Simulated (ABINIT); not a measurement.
A run of ABINIT 10.8.3 (patched build) is set up as follows.

The input run.abi:

```
pp_dirpath "./"
pseudos "Ga.upf, N.upf"

acell 3*1.0
rprim
     6.0093290763     0.0000000000     0.0000000000
    -3.0046645382     5.2042316397     0.0000000000
     0.0000000000     0.0000000000     9.7623251598
ntypat 2
znucl 31 7
natom 4
typat 1 1 2 2
xred
     0.6666666667     0.3333333333     0.5000000000
     0.3333333333     0.6666666667     0.0000000000
     0.6666666667     0.3333333333     0.8750000000
     0.3333333333     0.6666666667     0.3750000000

ecut 57.0

kptopt 1
ngkpt 10 10 5
nshiftk 1
shiftk 0.0 0.0 0.0

ixc 11

nband 32
occopt 3
tsmear 0.05 eV

nstep 100
tolvrs 1.0e-10

iomode 3
prtwf 0
prtden 0
prteig 0
prtebands 0
enunit 2
```

Potentials or basis: PseudoDojo NC SR PBE v0.5 stringent.

The run is started by

```bash
$ abinit run.abi > log 2>&1
```

Q: What does it give for the band gap on the k mesh?

A: 2.00 eV, direct.

Q: What does it give for the largest force?

A: 0.137 eV/Å.

Q: Estimate the pressure.

A: 6.9 GPa.

Stress tensor (GPa, compression positive):
```
6.17 0.00 0.00
0.00 6.17 0.00
0.00 0.00 8.28
```

**The experiment to reproduce.**

“Studying electronic properties in GaN without electrical contacts using γ-γ vs e−-γ Perturbed Angular Correlations”, 2019, pmc:6823545 quotes, for a bulk crystal of GaN: band gap 3.503 ± 0.005 eV (direct).

A measured gap of GaN is 3.503 eV (direct; quoted in “Studying electronic properties in GaN without electrical contacts using γ-γ vs e−-γ Perturbed Angular Correlations”, 2019, pmc:6823545); the calculated 2.00 eV misses it by -1.50 eV. Spin-orbit coupling on Ga is left out. The value is that of PBE, without temperature or zero-point motion. Semilocal functionals fall short of measured gaps as a rule.
